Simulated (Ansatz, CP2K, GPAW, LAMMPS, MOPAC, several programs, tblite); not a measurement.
# What cheap methods get right for CdTe

Aim: run CdTe through methods of unlike cost and see what each gets, and at what price.

Method: no spin polarisation, static lattice; gaps from single points on the cell relaxed beforehand with r²SCAN, in LAMMPS, MOPAC, tblite, CP2K, GPAW, Ansatz (versions at each run).

2 further runs of the same task are left out: 2 set aside as unsound or not needed.

### 1 The system as given

It takes space group P6_3/mmc (No. 194, hexagonal). The conventional cell has a = 4.884 Å, b = 4.884 Å, c = 6.622 Å, α = 90.00°, β = 90.00°, γ = 120.00°. Cd (site symmetry -6m2) has 3 Te at 2.82 Å as nearest neighbours. Te (site symmetry -6m2) is surrounded by 3 Cd at 2.82 Å.

As a file:

```
Cd Te
1.0
     4.88408    0.00000    0.00000
    -2.44204    4.22973    0.00000
     0.00000    0.00000    6.62225
Cd Te
2 2
Cartesian
  0.0000 2.8198 1.6556
  2.4420 1.4099 4.9667
  2.4420 1.4099 1.6556
  0.0000 2.8198 4.9667
```

The structure type (flat hexagonal layers, h-BN or h-MgO type) is imposed and need not be the compound's stable one.

**Question.** The methods are CdTe.bop.table, CdTeSe.bop.table, CdTeZnSeHgS0.sw, PM6, PM7, GFN1-xTB (tblite), GFN2-xTB (tblite), PBE/DZVP, PBE/single-zeta, PBE/SZV, coarse PBE, PBE, r2SCAN. What gap does r2SCAN give on this cell, and which other methods (full PBE left aside) come nearest to r2SCAN and farthest in gap, volume and bulk modulus?

| quantity | value |
| --- | --- |
| r2SCAN | no gap, 34.20 Å³/atom, B₀ 42 GPa |
| gap: nearest and farthest of the other methods | GFN1-xTB (tblite), PBE/DZVP, PBE/single-zeta, PBE/SZV, coarse PBE (about 0.00 eV off); PM7 (+5.06 eV) |
| volume: nearest and farthest of the other methods | CdTeZnSeHgS0.sw (-0.6 %), GFN1-xTB (tblite) (+10.3 %) |
| bulk modulus: nearest and farthest of the other methods | CdTeZnSeHgS0.sw (+3 %), PM7 (+264 %) |

**Reading.** For the gap (full PBE left aside), GFN1-xTB (tblite), PBE/DZVP, PBE/single-zeta, PBE/SZV, coarse PBE tie for nearest to r2SCAN; PM7 is farthest. For the volume, of the 7 methods compared (full PBE left aside), CdTeZnSeHgS0.sw comes nearest to r2SCAN and GFN1-xTB (tblite) is farthest. For the bulk modulus, of the 7 methods compared (full PBE left aside), CdTeZnSeHgS0.sw comes nearest to r2SCAN and PM7 is farthest. Classical potentials are fitted to lattice constants of common crystals, so a close volume there is built in, not predicted. A minimal basis or a coarse cutoff and mesh shifts results by its own error, so closeness to r2SCAN can be chance. Cluster runs see only the k-points that fold onto the zone centre, so their gaps can miss the band edges. PM6 ended in an unphysical state and is left out of the comparison. No volume is given for GFN2-xTB (tblite), PBE/single-zeta, coarse PBE, which can hide a larger miss. Overlaps count as a gap of zero in the misses; they are PBE/DZVP -0.37, PBE/single-zeta -0.24, PBE/SZV -0.28, coarse PBE -0.35, PBE -0.36, r2SCAN -0.06 eV. CPU times run from 0.12 s (CdTe.bop.table) to 33 s (PBE/single-zeta). On this cell PBE/DZVP, PBE/single-zeta cost more than r2SCAN itself (16 s), so they are no saving here. PM7, GFN2-xTB (tblite) disagree with r2SCAN even on whether there is a gap. Semilocal functionals can close a small real gap, so r2SCAN's «no gap» may be its own error. r2SCAN is a yardstick, not the truth. Spin-orbit coupling is left out throughout.
